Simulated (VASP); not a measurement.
# Cl2 in VASP: a series of runs

The runs below take Cl2 through single point, with PBEsol.

All numbers are computed with VASP 6.6.1; they aren't measurements. Logs are shortened: lines on timing, memory, paths and dates and some standing lists are left out, and cuts for length are marked.

### 1 The molecule as given

The cell holds a molecule in a box, 2 atoms: a = 12.000 Å, b = 12.500 Å, c = 13.000 Å, α = 90.00°, β = 90.00°, γ = 90.00°.

### 2 Single point, PBEsol

The input, INCAR:

```
SYSTEM = Cl
PREC = Accurate ; ENCUT = 300
EDIFF = 1E-6 ; ISMEAR = 0
SIGMA = 0.01 ; LREAL = .False.
LASPH = .True. ; NELM = 120
ALGO = Normal ; ISIF = 2
LWAVE = .False. ; LCHARG = .False.
GGA = PS ; NBANDS = 14
```

The input, KPOINTS:

```
Automatic mesh
0
Gamma
  1 1 1
  0 0 0
```

The input, POSCAR:

```
Cl                                      
1.0
   12.0000000000      0.0000000000      0.0000000000
    0.0000000000     12.5000000000      0.0000000000
    0.0000000000      0.0000000000     13.0000000000
  Cl            
     2
Direct
     0.4499999994456298    0.4699999998462515    0.4233195554269906
     0.4500000005543759    0.4700000001537462    0.5766804445730095
```

Potentials or basis: VASP PAW PBE potentials, release 64 (Cl).

On the command line:

```
> cat potpaw_PBE.64/Cl/POTCAR > POTCAR
> mpirun -np 4 vasp_std > vasp.out
```

OUTCAR:

```text
SYSTEM = Cl
   PREC = Accurate
   ENCUT = 300
   EDIFF = 1E-6
   ISMEAR = 0
   LREAL = .False.
   LASPH = .True.
   NELM = 120
   ISIF = 2
   GGA = PS

 ion  position               nearest neighbor table
   1  0.450  0.470  0.423-   2 1.99
   2  0.450  0.470  0.577-   1 1.99

  LATTYP: Found a simple orthorhombic cell.
 ALAT       =    12.0000000000
 B/A-ratio  =     1.0416666667
 C/A-ratio  =     1.0833333333

  Lattice vectors:

 A1 = (  12.0000000000,   0.0000000000,   0.0000000000)
 A2 = (   0.0000000000,  12.5000000000,   0.0000000000)
 A3 = (   0.0000000000,   0.0000000000,  13.0000000000)

Analysis of symmetry for initial positions (statically):
=====================================================================
 Subroutine PRICEL returns:
 Original cell was already a primitive cell.

 Routine SETGRP: Setting up the symmetry group for a
 simple orthorhombic supercell.

 Subroutine GETGRP returns: Found  8 space group operations
 (whereof  2 operations were pure point group operations)
 out of a pool of  8 trial point group operations.

The static configuration has the point symmetry C_1h.
 The point group associated with its full space group is D_2h.

Analysis of symmetry for dynamics (positions and initial velocities):
=====================================================================
 Subroutine PRICEL returns:
 Original cell was already a primitive cell.

 Routine SETGRP: Setting up the symmetry group for a
 simple orthorhombic supercell.

 Subroutine GETGRP returns: Found  8 space group operations
 (whereof  2 operations were pure point group operations)
 out of a pool of  8 trial point group operations.

The dynamic configuration has the point symmetry C_1h.
 The point group associated with its full space group is D_2h.

 Subroutine INISYM returns: Found  8 space group operations
 (whereof  2 operations are pure point group operations),
 and found     1 'primitive' translations

----------------------------------------------------------------------------------------

                                     Primitive cell

  volume of cell :    1950.0000

  direct lattice vectors                    reciprocal lattice vectors
    12.000000000  0.000000000  0.000000000     0.083333333  0.000000000  0.000000000
     0.000000000 12.500000000  0.000000000     0.000000000  0.080000000  0.000000000
     0.000000000  0.000000000 13.000000000     0.000000000  0.000000000  0.076923077

  length of vectors
    12.000000000 12.500000000 13.000000000     0.083333333  0.080000000  0.076923077

  position of ions in fractional coordinates (direct lattice)
     0.449999999  0.470000000  0.423319555
     0.450000001  0.470000000  0.576680445

  ion indices of the primitive-cell ions
   primitive index   ion index
                 1           1
                 2           2

----------------------------------------------------------------------------------------

 KPOINTS: Automatic mesh

Automatic generation of k-mesh.
 Grid dimensions read from file:
 generate k-points for:    1    1    1

 Generating k-lattice:

  Cartesian coordinates                     Fractional coordinates (reciprocal lattice)
     0.083333333  0.000000000  0.000000000     1.000000000  0.000000000  0.000000000
     0.000000000  0.080000000  0.000000000     0.000000000  1.000000000  0.000000000
     0.000000000  0.000000000  0.076923077     0.000000000  0.000000000  1.000000000

  Length of vectors
     0.083333333  0.080000000  0.076923077

  Shift w.r.t. Gamma in fractional coordinates (k-lattice)
     0.000000000  0.000000000  0.000000000

 Subroutine IBZKPT returns following result:
 ===========================================

 Found      1 irreducible k-points:

 Following reciprocal coordinates:
            Coordinates               Weight
  0.000000  0.000000  0.000000      1.000000
   k-points           NKPTS =      1   k-points in BZ     NKDIM =      1   number of bands    NBANDS=     16
   number of dos      NEDOS =    301   number of ions     NIONS =      2
   total plane-waves  NPLWV = 403200
   dimension x,y,z NGX =    70 NGY =   72 NGZ =   80
   dimension x,y,z NGXF=   140 NGYF=  144 NGZF=  160
   ions per type =               2
   NGX,Y,Z   is equivalent  to a cutoff of   9.70,  9.58, 10.23 a.u.
   NGXF,Y,Z  is equivalent  to a cutoff of  19.40, 19.15, 20.46 a.u.
 SYSTEM =  Cl
   PREC   = accura    normal or accurate (medium, high low for compatibility)
   ISTART =      0    job   : 0-new  1-cont  2-samecut
   ICHARG =      2    charge: 1-file 2-atom 10-const
   ISPIN  =      1    spin polarized calculation?
   LNONCOLLINEAR =      F non collinear calculations
   LSORBIT =      F    spin-orbit coupling
   LASPH  =      T    aspherical Exc in radial PAW
   ENCUT  =  300.0 eV  22.05 Ry    4.70 a.u.  16.95 17.65 18.36*2*pi/ulx,y,z
   NELM   =    120;   NELMIN=  2; NELMDL= -5     # of ELM steps
   EDIFF  = 0.1E-05   stopping-criterion for ELM
   LREAL  =      F    real-space projection
   EDIFFG = 0.1E-04   stopping-criterion for IOM
   NSW    =      0    number of steps for IOM
   IBRION =     -1    ionic relax: 0-MD 1-quasi-New 2-CG
   NFREE  =      0    steps in history (QN), initial steepest desc. (CG)
   ISIF   =      2    stress and relaxation
   ISYM   =      2    0-nonsym 1-usesym 2-fastsym
   POTIM  = 0.5000    time-step for ionic-motion
   TEBEG  =    0.0;   TEEND  =   0.0 temperature during run
   PSTRESS=    0.0 pullay stress
   NELECT =      14.0000    total number of electrons
   NUPDOWN=      -1.0000    fix difference up-down
   EMIN   =  10.00;   EMAX   =-10.00  energy-range for DOS
   EFERMI =   0.00;   METHOD = LEGACY
   ISMEAR =     0;   SIGMA  =   0.01  broadening in eV -4-tet -1-fermi 0-gaus
   EFERMI_NEDOS =   21; number of points for ismear=-14 and -15
   IALGO  =     38    algorithm
   IMIX   =      4    mixing-type and parameters
     AMIX     =   0.40;   BMIX     =  1.00
     AMIX_MAG =   1.60;   BMIX_MAG =  1.00
  volume/ion in A,a.u.               =     975.00      6579.62
  Fermi-wavevector in a.u.,A,eV,Ry     =   0.315820  0.596813  1.357074  0.099742
  Thomas-Fermi vector in A             =   1.198322
   LORBIT       =      0    0 simple, 1 ext, 2 COOP (PROOUT), +10 PAW based schemes
   GGA     = PS    functional components
   LHFCALC =     F    Hartree Fock is set to
   AEXX    =    0.0000 exact exchange contribution
   IVDW    =     0    specifies the selected vdW correction
   LEPSILON=     F    determine dielectric tensor
   LRPA    =     F    only Hartree local field effects (RPA)
 non-spin polarized calculation
 Gauss-broadening in eV      SIGMA  =   0.01
  energy-cutoff  :      300.00
  volume of cell :     1950.00
 maximum number of plane-waves:     23007
 NGX is ok and might be reduce to    70
   NGX = 33   NGY = 35   NGZ = 37

 number of electron      13.9999999 magnetization

 Free energy of the ion-electron system (eV)
  ---------------------------------------------------
  ext. energy  EPLUGINS =         0.00000000
  ---------------------------------------------------
  free energy    TOTEN  =        -3.83550725 eV

  energy without entropy =       -3.83550725  energy(sigma->0) =       -3.83550725

 E-fermi :  -6.9617     XC(G=0):  -0.4945

 val. band max:       -7.0760110600   @ k =   0.0000   0.0000   0.0000
 cond. band min:      -4.0432582869   @ k =   0.0000   0.0000   0.0000
 fundamental gap:      3.0327527731
 Fermi energy:        -6.9616956369

 k-point     1 :       0.0000    0.0000    0.0000
  band No.  band energies     occupation
      1     -23.3231      2.00000
      2     -19.0441      2.00000
      3     -11.7791      2.00000
      4      -9.7649      2.00000
      5      -9.7646      2.00000
      6      -7.0762      2.00000
      7      -7.0760      2.00000
      8      -4.0433      0.00000
      9      -0.2744      0.00000
     10       0.6183      0.00000
     11       0.7043      0.00000
     12       0.7947      0.00000
     13       0.8587      0.00000
     14       0.9096      0.00000
     15       0.9931      0.00000
     16       1.6593      0.00000

------------------------ aborting loop because EDIFF is reached ----------------------------------------

  FORCE on cell =-STRESS in cart. coord.  units (eV):
  Direction    XX          YY          ZZ          XY          YZ          ZX
  --------------------------------------------------------------------------------------
  -------------------------------------------------------------------------------------
  Total       -0.2272116     -0.2157597     -0.6488975      0.0000000      0.0000000      0.0000000
  in kB       -0.1866838     -0.1772745     -0.5331533      0.0000000      0.0000000      0.0000000
  external PRESSURE =      -0.2990372 kB  Pullay stress =       0.0000000 kB

 VOLUME and BASIS-vectors are now :
 -----------------------------------------------------------------------------
  energy-cutoff  :      300.00
  volume of cell :     1950.00
      direct lattice vectors                 reciprocal lattice vectors
    12.000000000  0.000000000  0.000000000     0.083333333  0.000000000  0.000000000
     0.000000000 12.500000000  0.000000000     0.000000000  0.080000000  0.000000000
     0.000000000  0.000000000 13.000000000     0.000000000  0.000000000  0.076923077

 POSITION                                       TOTAL-FORCE (eV/Angst)
 -----------------------------------------------------------------------------------
      5.40000      5.87500      5.50315        -0.000000      0.000000      0.249146
      5.40000      5.87500      7.49685         0.000000      0.000000     -0.249146
 -----------------------------------------------------------------------------------
    total drift:                               -0.000014     -0.000068      0.000009

  FREE ENERGIE OF THE ION-ELECTRON SYSTEM (eV)
  ---------------------------------------------------
  free  energy   TOTEN  =        -3.8355072506 eV

  energy  without entropy=       -3.8355072506  energy(sigma->0) =       -3.83550725
```

It took 16 s on 4 MPI ranks of Intel Xeon Platinum 8259CL at 2.50GHz (Skylake/Cascade Lake), shared host; peak memory 0.3 GiB.

Results:

```yaml
Free_energy: -3.8355 eV
Largest_force: 0.249 eV/Å
Gap_between_the_frontier_levels: 3.03 eV
```

Forces on the atoms (eV/Å):
```
Cl   0.000  0.000  0.249
Cl   0.000  0.000 -0.249
```

Caveat: the cutoff is under 1.25 times the usual one of these potentials, so pressure, stress and relaxed cells hold a basis-set (Pulay) error; the PAW data sets were made with another functional, which shifts forces and pressure a little.

### 3 Single point, PBEsol

INCAR, as its differences from that of step 2:

```diff
@@ -1,3 +1,3 @@
 SYSTEM = Cl
-PREC = Accurate ; ENCUT = 300
+PREC = Accurate ; ENCUT = 600
 EDIFF = 1E-6 ; ISMEAR = 0
```

KPOINTS is that of step 2.

POSCAR is that of step 2.

Potentials or basis: VASP PAW PBE potentials, release 64 (Cl).

On the command line:

```
> cat potpaw_PBE.64/Cl/POTCAR > POTCAR
> mpirun -np 4 vasp_std > vasp.out
```

It took 49 s on 4 MPI ranks of Intel Xeon Platinum 8259CL at 2.50GHz (Skylake/Cascade Lake), shared host; peak memory 0.59 GiB.

It converged, with:

```yaml
Free_energy: -3.8431 eV
Largest_force: 0.261 eV/Å
Gap_between_the_frontier_levels: 3.03 eV
```

Forces on the atoms (eV/Å):
```
Cl   0.000  0.000  0.261
Cl   0.000  0.000 -0.261
```

Levels at points of the mesh, in eV from the valence-band top:
| k point | band 5 | band 6 | band 7 | band 8 | band 9 | band 10 |
| --- | --- | --- | --- | --- | --- | --- |
| (0.00, 0.00, 0.00) | -2.69 | 0.00 | 0.00 | 3.03 | 6.80 | 7.70 |

Caveat: the PAW data sets were made with another functional, which shifts forces and pressure a little.
